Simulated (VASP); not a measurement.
# SnTe (Fm-3m) in VASP: single point with PBEsol

Aim: the single point of SnTe with PBEsol.

All numbers are computed with VASP 6.6.1; they aren't measurements. Logs are shortened: lines on timing, memory, paths and dates and some standing lists are left out, and cuts for length are marked.

**The experiment to reproduce.**

From a printed reference work, textbook, for a bulk crystal of SnTe at 300 K: band gap 0.18 eV (direct).

How close the calculation comes is told below.

### Step 1. The cell of the first run

The structure is cubic, space group Fm-3m (No. 225). The conventional cell has a = 6.288 Å, b = 6.288 Å, c = 6.288 Å, α = 90.00°, β = 90.00°, γ = 90.00°. Within 4.1 Å of Sn (site symmetry m-3m) lie 6 Te at 3.14 Å. Within 4.1 Å of Te (site symmetry m-3m) lie 6 Sn at 3.14 Å.

### Step 2. Single point, PBEsol

The input, INCAR:

```
SYSTEM = SnTe
ALGO     = Normal         ! electronic algorithm
EDIFF    = 1E-6           ! SCF threshold, eV
ENCUT    = 520            ! plane-wave cutoff, eV
GGA      = PS             ! functional
ISIF     = 2              ! what is computed and relaxed
ISMEAR   = 0              ! smearing method
LASPH    = .TRUE.         ! aspherical terms in the spheres
LCHARG   = .FALSE.        ! write CHGCAR
LREAL    = .FALSE.        ! projectors in reciprocal space
LWAVE    = .FALSE.        ! write WAVECAR
NBANDS   = 17             ! bands
NELM     = 60             ! most SCF steps
PREC     = Accurate       ! precision mode
SIGMA    = 0.01           ! smearing width, eV
```

The input, KPOINTS:

```
k-points
0
G
  10 10 10
  0 0 0
```

The input, POSCAR:

```
SnTe
1.0
    0.0000000000      3.1440243179      3.1440243179
    3.1440243179      0.0000000000      3.1440243179
    3.1440243179      3.1440243179      0.0000000000
Sn Te
1 1
Direct
    0.0000000000      0.0000000000      0.0000000000
    0.5000000000      0.5000000000      0.5000000000
```

Potentials or basis: VASP PAW PBE potentials, release 64 (Sn_d, Te).

On the command line:

```bash
cat potpaw_PBE.64/Sn_d/POTCAR potpaw_PBE.64/Te/POTCAR > POTCAR
mpirun -np 1 vasp_std > vasp.out
```

OUTCAR:

```text
SYSTEM = SnTe
   EDIFF = 1E-6
   ENCUT = 520
   GGA = PS
   ISIF = 2
   ISMEAR = 0
   LASPH = .TRUE.
   LREAL = .FALSE.
   NELM = 60
   PREC = Accurate

 ion  position               nearest neighbor table
   1  0.000  0.000  0.000-   2 3.14   2 3.14   2 3.14   2 3.14   2 3.14   2 3.14
   2  0.500  0.500  0.500-   1 3.14   1 3.14   1 3.14   1 3.14   1 3.14   1 3.14

  LATTYP: Found a face centered cubic cell.
 ALAT       =     6.2880486358

  Lattice vectors:

 A1 = (   0.0000000000,   3.1440243179,   3.1440243179)
 A2 = (   3.1440243179,   0.0000000000,   3.1440243179)
 A3 = (   3.1440243179,   3.1440243179,   0.0000000000)

Analysis of symmetry for initial positions (statically):
=====================================================================
 Subroutine PRICEL returns:
 Original cell was already a primitive cell.

 Routine SETGRP: Setting up the symmetry group for a
 face centered cubic supercell.

 Subroutine GETGRP returns: Found 48 space group operations
 (whereof 48 operations were pure point group operations)
 out of a pool of 48 trial point group operations.

The static configuration has the point symmetry O_h .

Analysis of symmetry for dynamics (positions and initial velocities):
=====================================================================
 Subroutine PRICEL returns:
 Original cell was already a primitive cell.

 Routine SETGRP: Setting up the symmetry group for a
 face centered cubic supercell.

 Subroutine GETGRP returns: Found 48 space group operations
 (whereof 48 operations were pure point group operations)
 out of a pool of 48 trial point group operations.

The dynamic configuration has the point symmetry O_h .

 Subroutine INISYM returns: Found 48 space group operations
 (whereof 48 operations are pure point group operations),
 and found     1 'primitive' translations

----------------------------------------------------------------------------------------

                                     Primitive cell

  volume of cell :      62.1567

  direct lattice vectors                    reciprocal lattice vectors
     0.000000000  3.144024318  3.144024318    -0.159031849  0.159031849  0.159031849
     3.144024318  0.000000000  3.144024318     0.159031849 -0.159031849  0.159031849
     3.144024318  3.144024318  0.000000000     0.159031849  0.159031849 -0.159031849

  length of vectors
     4.446321831  4.446321831  4.446321831     0.275451242  0.275451242  0.275451242

  position of ions in fractional coordinates (direct lattice)
     0.000000000  0.000000000  0.000000000
     0.500000000  0.500000000  0.500000000

  ion indices of the primitive-cell ions
   primitive index   ion index
                 1           1
                 2           2

----------------------------------------------------------------------------------------

 KPOINTS: k-points

Automatic generation of k-mesh.
 Grid dimensions read from file:
 generate k-points for:   10   10   10

 Generating k-lattice:

  Cartesian coordinates                     Fractional coordinates (reciprocal lattice)
    -0.015903185  0.015903185  0.015903185     0.100000000  0.000000000  0.000000000
     0.015903185 -0.015903185  0.015903185     0.000000000  0.100000000  0.000000000
     0.015903185  0.015903185 -0.015903185     0.000000000  0.000000000  0.100000000

  Length of vectors
     0.027545124  0.027545124  0.027545124

  Shift w.r.t. Gamma in fractional coordinates (k-lattice)
     0.000000000  0.000000000  0.000000000

 Subroutine IBZKPT returns following result:
 ===========================================

 Found     47 irreducible k-points:

 Following reciprocal coordinates:
            Coordinates               Weight
  0.000000  0.000000  0.000000      1.000000
  0.100000  0.000000  0.000000      8.000000
  0.200000  0.000000  0.000000      8.000000
  0.300000  0.000000  0.000000      8.000000
  0.400000  0.000000  0.000000      8.000000
  0.500000  0.000000  0.000000      4.000000
[... 16 lines left out ...]
  0.300000  0.300000  0.000000      6.000000
  0.400000  0.300000  0.000000     24.000000
 [... further k-points ...]
   k-points           NKPTS =     47   k-points in BZ     NKDIM =     47   number of bands    NBANDS=     17
   number of dos      NEDOS =    301   number of ions     NIONS =      2
   total plane-waves  NPLWV =  46656
   dimension x,y,z NGX =    36 NGY =   36 NGZ =   36
   dimension x,y,z NGXF=    72 NGYF=   72 NGZF=   72
   ions per type =               1   1
   NGX,Y,Z   is equivalent  to a cutoff of  13.46, 13.46, 13.46 a.u.
   NGXF,Y,Z  is equivalent  to a cutoff of  26.92, 26.92, 26.92 a.u.
 SYSTEM =  SnTe
   PREC   = accura    normal or accurate (medium, high low for compatibility)
   ISTART =      0    job   : 0-new  1-cont  2-samecut
   ICHARG =      2    charge: 1-file 2-atom 10-const
   ISPIN  =      1    spin polarized calculation?
   LNONCOLLINEAR =      F non collinear calculations
   LSORBIT =      F    spin-orbit coupling
   LASPH  =      T    aspherical Exc in radial PAW
   ENCUT  =  520.0 eV  38.22 Ry    6.18 a.u.   8.27  8.27  8.27*2*pi/ulx,y,z
   NELM   =     60;   NELMIN=  2; NELMDL= -5     # of ELM steps
   EDIFF  = 0.1E-05   stopping-criterion for ELM
   LREAL  =      F    real-space projection
   EDIFFG = 0.1E-04   stopping-criterion for IOM
   NSW    =      0    number of steps for IOM
   IBRION =     -1    ionic relax: 0-MD 1-quasi-New 2-CG
   NFREE  =      0    steps in history (QN), initial steepest desc. (CG)
   ISIF   =      2    stress and relaxation
   ISYM   =      2    0-nonsym 1-usesym 2-fastsym
   POTIM  = 0.5000    time-step for ionic-motion
   TEBEG  =    0.0;   TEEND  =   0.0 temperature during run
   PSTRESS=    0.0 pullay stress
   NELECT =      20.0000    total number of electrons
   NUPDOWN=      -1.0000    fix difference up-down
   EMIN   =  10.00;   EMAX   =-10.00  energy-range for DOS
   EFERMI =   0.00;   METHOD = LEGACY
   ISMEAR =     0;   SIGMA  =   0.01  broadening in eV -4-tet -1-fermi 0-gaus
   EFERMI_NEDOS =   21; number of points for ismear=-14 and -15
   IALGO  =     38    algorithm
   IMIX   =      4    mixing-type and parameters
     AMIX     =   0.40;   BMIX     =  1.00
     AMIX_MAG =   1.60;   BMIX_MAG =  1.00
  volume/ion in A,a.u.               =      31.08       209.73
  Fermi-wavevector in a.u.,A,eV,Ry     =   1.121818  2.119928 17.122590  1.258475
  Thomas-Fermi vector in A             =   2.258474
   LORBIT       =      0    0 simple, 1 ext, 2 COOP (PROOUT), +10 PAW based schemes
   GGA     = PS    functional components
   LHFCALC =     F    Hartree Fock is set to
   AEXX    =    0.0000 exact exchange contribution
   IVDW    =     0    specifies the selected vdW correction
   LEPSILON=     F    determine dielectric tensor
   LRPA    =     F    only Hartree local field effects (RPA)
 non-spin polarized calculation
 Gauss-broadening in eV      SIGMA  =   0.01
  energy-cutoff  :      520.00
  volume of cell :       62.16
 maximum number of plane-waves:      1695
 NGX is ok and might be reduce to    36
   NGX = 17   NGY = 17   NGZ = 17

 number of electron      19.9999998 magnetization

 Free energy of the ion-electron system (eV)
  ---------------------------------------------------
  ext. energy  EPLUGINS =         0.00000000
  ---------------------------------------------------
  free energy    TOTEN  =        -8.33900256 eV

  energy without entropy =       -8.33900256  energy(sigma->0) =       -8.33900256

 E-fermi :   6.8753     XC(G=0):  -9.6819

 val. band max:        6.8309543555   @ k =   0.5000   0.0000   0.0000
 cond. band min:       6.9922416490   @ k =   0.5000   0.0000   0.0000
 fundamental gap:      0.1612872935
 Fermi energy:         6.8753476253

 k-point     1 :       0.0000    0.0000    0.0000
  band No.  band energies     occupation
      1     -14.8986      2.00000
      2     -14.8986      2.00000
      3     -14.8914      2.00000
      4     -14.8914      2.00000
      5     -14.8914      2.00000
      6      -5.9827      2.00000
[... 9 lines left out ...]
     16      11.5900      0.00000
     17      13.5565      0.00000

 k-point     2 :       0.1000    0.0000    0.0000
  band No.  band energies     occupation
      1     -14.8990      2.00000
      2     -14.8990      2.00000
      3     -14.8912      2.00000
      4     -14.8908      2.00000
      5     -14.8908      2.00000
      6      -5.8971      2.00000
[... 9 lines left out ...]
     16      11.8020      0.00000
     17      14.3100      0.00000

 k-point     3 :       0.2000    0.0000    0.0000
  band No.  band energies     occupation
      1     -14.9003      2.00000
      2     -14.9003      2.00000
      3     -14.8908      2.00000
      4     -14.8890      2.00000
      5     -14.8890      2.00000
      6      -5.6491      2.00000
[... 9 lines left out ...]
     16      12.3895      0.00000
     17      15.8581      0.00000

 k-point     4 :       0.3000    0.0000    0.0000
  band No.  band energies     occupation
      1     -14.9020      2.00000
      2     -14.9020      2.00000
      3     -14.8903      2.00000
      4     -14.8867      2.00000
      5     -14.8867      2.00000
      6      -5.2752      2.00000
[... 9 lines left out ...]
     16      13.3137      0.00000
     17      17.5691      0.00000
[... 343 lines left out ...]
      1     -14.9026      2.00000
      2     -14.9019      2.00000
      3     -14.8897      2.00000
      4     -14.8872      2.00000
      5     -14.8859      2.00000
      6      -5.1541      2.00000
[... 9 lines left out ...]
     16      14.9607      0.00000
     17      15.3910      0.00000

 k-point    23 :       0.3000    0.3000    0.0000
  band No.  band energies     occupation
      1     -14.9101      2.00000
      2     -14.8953      2.00000
      3     -14.8940      2.00000
      4     -14.8840      2.00000
      5     -14.8840      2.00000
      6      -5.0609      2.00000
[... 9 lines left out ...]
     16      15.4415      0.00000
     17      15.4723      0.00000

 k-point    24 :       0.4000    0.3000    0.0000
  band No.  band energies     occupation
      1     -14.9122      2.00000
      2     -14.8955      2.00000
      3     -14.8939      2.00000
      4     -14.8827      2.00000
      5     -14.8823      2.00000
      6      -4.7729      2.00000
[... 9 lines left out ...]
     16      16.0798      0.00000
     17      16.5306      0.00000

 [... further k-points ...]
[... 5 lines left out ...]
  --------------------------------------------------------------------------------------
  -------------------------------------------------------------------------------------
  Total       -0.0079236     -0.0079236     -0.0079236     -0.0000000     -0.0000000      0.0000000
  in kB       -0.2042429     -0.2042429     -0.2042429     -0.0000000     -0.0000000      0.0000000
  external PRESSURE =      -0.2042429 kB  Pullay stress =       0.0000000 kB

 VOLUME and BASIS-vectors are now :
 -----------------------------------------------------------------------------
  energy-cutoff  :      520.00
  volume of cell :       62.16
      direct lattice vectors                 reciprocal lattice vectors
     0.000000000  3.144024318  3.144024318    -0.159031849  0.159031849  0.159031849
     3.144024318  0.000000000  3.144024318     0.159031849 -0.159031849  0.159031849
     3.144024318  3.144024318  0.000000000     0.159031849  0.159031849 -0.159031849

 POSITION                                       TOTAL-FORCE (eV/Angst)
 -----------------------------------------------------------------------------------
      0.00000      0.00000      0.00000         0.000000      0.000000      0.000000
      3.14402      3.14402      3.14402         0.000000      0.000000     -0.000000
 -----------------------------------------------------------------------------------
    total drift:                               -0.000000      0.000000      0.000000

  FREE ENERGIE OF THE ION-ELECTRON SYSTEM (eV)
  ---------------------------------------------------
  free  energy   TOTEN  =        -8.3390025641 eV

  energy  without entropy=       -8.3390025641  energy(sigma->0) =       -8.33900256
```

Run time: 23 s. Hardware: 1 thread of Intel Xeon 6975P-C (Granite Rapids), shared host; peak memory 0.22 GiB.

Results:

* Free energy: -8.3390 eV
* Pressure: 0.0 GPa
* Band gap on the k mesh: 0.16 eV, direct

Caveat: the PAW data sets were made with another functional, which shifts forces and pressure a little; spin-orbit coupling is left out, which moves the levels of the heavy elements.

### Step 3. Against experiment

Step 2. Against the measured gap of SnTe, 0.18 eV (direct; 300 K; a printed reference work, textbook), the calculated 0.16 eV is off by -0.02 eV. Spin-orbit coupling on Sn, Te is left out. The value is that of PBEsol on a finite k mesh, which can miss the band edges, without temperature or zero-point motion. Semilocal functionals fall short of measured gaps as a rule.
